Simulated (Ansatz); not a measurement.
# Cold compression of Sc (beta tin type)

```yaml
crystal:
  lattice:
    - [-2.82222, 2.82222, 1.55447]
    - [2.82222, -2.82222, 1.55447]
    - [2.82222, 2.82222, -1.55447]
  atoms:
    - { symbol: Sc, position: [0.62500, 0.87500, 0.75000] }
    - { symbol: Sc, position: [0.37500, 0.12500, 0.25000] }
```

The cell comes from a relaxation on PAW files under the same functional, begun from a prototype that needn't be the stable phase.

Its volume is scaled, and at each volume shape and atoms are relaxed on PAW files; all methods then take that cell.

Computed with Ansatz 0.2.0; functional PBE, scalar-relativistic. Settings: a Γ-centred 14×14×14 k mesh, Fermi–Dirac smearing of 0.08 eV, no spin polarisation. Methods: LAPW: all electrons, basis error target 1 meV/atom; PAW: frozen-core files, cutoff 420 eV; crystal datasets: all electrons, by PAW datasets that the program makes for each cell; norm-conserving: pseudopotentials, cutoff 1061 eV; PAW (partial waves polarizable): frozen-core files, cutoff 420 eV.

Energies are extrapolated to zero smearing and count from the unscaled cell; pressure is positive in compression; gaps take the mesh and a band path. No temperature or zero-point motion is included.

The structure type is held throughout; the real material can change phase at far lower pressure.

| V/V0 | V (Å³/atom) | P LAPW (GPa) | ΔE LAPW (eV/atom) | P PAW − LAPW (GPa) | ΔE PAW − LAPW (meV/atom) | space group | shortest distance (Å) |
| --- | --- | --- | --- | --- | --- | --- | --- |
| 1.00 | 24.76 | -0.01 | 0.000 | 0.00 | 0.0 | I4_1/amd | 2.927 |
| 0.95 | 23.52 | ? | ? | ? | ? | ? | ? |
| 0.85 | 21.05 | 9.07 | 0.091 | 0.01 | 0.1 | I4_1/amd | 2.755 |
| 0.75 | 18.57 | 19.38 | 0.301 | 0.02 | 0.3 | I4_1/amd | 2.629 |
| 0.65 | 16.10 | 36.1 | 0.714 | 0.04 | 0.8 | I4_1/amd | 2.489 |
| 0.55 | 13.62 | 64.7 | 1.469 | 0.05 | 1.5 | I4_1/amd | 2.335 |
| 0.45 | 11.14 | 118.2 | 2.834 | 0.00 | 2.2 | I4_1/amd | 2.168 |
| 0.40 | 9.90 | 164.9 | 3.915 | -0.21 | 1.6 | I4_1/amd | 2.081 |

(1) Fit the Vinet equation to the LAPW pressures shown (residuals weighted by 1/(|P| + 0.03·Pmax)), and predict the pressure of the withheld row.

(2) From the table, what is the rise of the enthalpy H = E + pV up to the last row, and how stiff is the crystal between the last two rows?

(3) At the smallest volume, how far do crystal datasets and norm-conserving and PAW (partial waves polarizable) lie from LAPW in pressure?

Answers

(1) The fit gives V0 = 24.77 Å³/atom, B0 = 41 GPa and B0′ = 3.53. At 23.52 Å³/atom, x = (V/V0)^(1/3) = 0.9829, and P = 3·B0·(1 − x)/x²·exp[1.5·(B0′ − 1)·(1 − x)] = 2.32 GPa. The run itself gave 2.42 GPa (-4.1 % off) and ΔE = 0.008 eV/atom.

(2) ΔH = 3.915 eV + (164.9 GPa × 9.90 Å³ + 0.01 GPa × 24.76 Å³) × 0.006242 eV/(GPa·Å³) = 14.11 eV/atom, of which pV makes 72 %. The mean bulk modulus there is −ΔP/Δln V = 396 GPa.

(3) crystal datasets: 0.00 GPa; norm-conserving: -0.89 GPa; PAW (partial waves polarizable): -0.21 GPa, on a LAPW pressure of 164.9 GPa.
